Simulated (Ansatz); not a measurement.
The system is Ge.

```
Ge
1.0
     1.48805   -2.59469    0.00000
     1.48805    2.59469    0.00000
     0.00000    0.00000    4.72760
Ge
2
Direct
  0.33345 0.66655 0.25000
  0.66655 0.33345 0.75000
```

This isn't the form of Ge at room conditions, which is diamond.

- Program: Ansatz 0.2.0
- Task: relaxation of cell and atoms
- Functional: RPBE
- Potentials or basis: Ansatz PAW
- Cutoff: 420 eV (not typed: the program's choice for these potentials)
- k mesh: 10 × 10 × 6
- Occupations: fermi-dirac, width 0.05 eV
- Spin: no spin polarisation

At the start: volume 18.25 Å³/atom.

Problem. Where does the relaxation end?

Solution. It ends after 6 steps and the volume is 19.76 Å³/atom (+8.3 %); space group P6_3/mmc (No. 194, to 0.05 Å).

The path:
| step | energy change (eV) | largest force (eV/Å) | volume (Å³) |
| --- | --- | --- | --- |
| 1 | 0.0000 | 0.0012 | 36.51 |
| 2 | -0.0495 | 0.0014 | 40.74 |
| 3 | -0.0565 | 0.0003 | 39.70 |
| 4 | -0.0567 | 0.0008 | 39.54 |
| 5 | -0.0567 | 0.0007 | 39.53 |
| 6 | -0.0576 | 0.0007 | 39.53 |

Final structure:
```cif
data_structure
_symmetry_space_group_name_H-M 'P 1'
_symmetry_Int_Tables_number 1
_cell_length_a 3.0532
_cell_length_b 3.0532
_cell_length_c 4.9248
_cell_angle_alpha 90.000
_cell_angle_beta 90.000
_cell_angle_gamma 120.564
_cell_volume 39.53
loop_
_atom_site_label
_atom_site_type_symbol
_atom_site_fract_x
_atom_site_fract_y
_atom_site_fract_z
_atom_site_occupancy
Ge1 Ge 0.33359 0.66641 0.25000 1
Ge2 Ge 0.66641 0.33359 0.75000 1
```

Caveat: the plane-wave basis is chosen anew once the cell has moved, so the energies of steps on either side of that aren't comparable; the PAW data sets come from PBE, with cores solved anew for the run's functional, which leaves a small shift of forces and pressure.
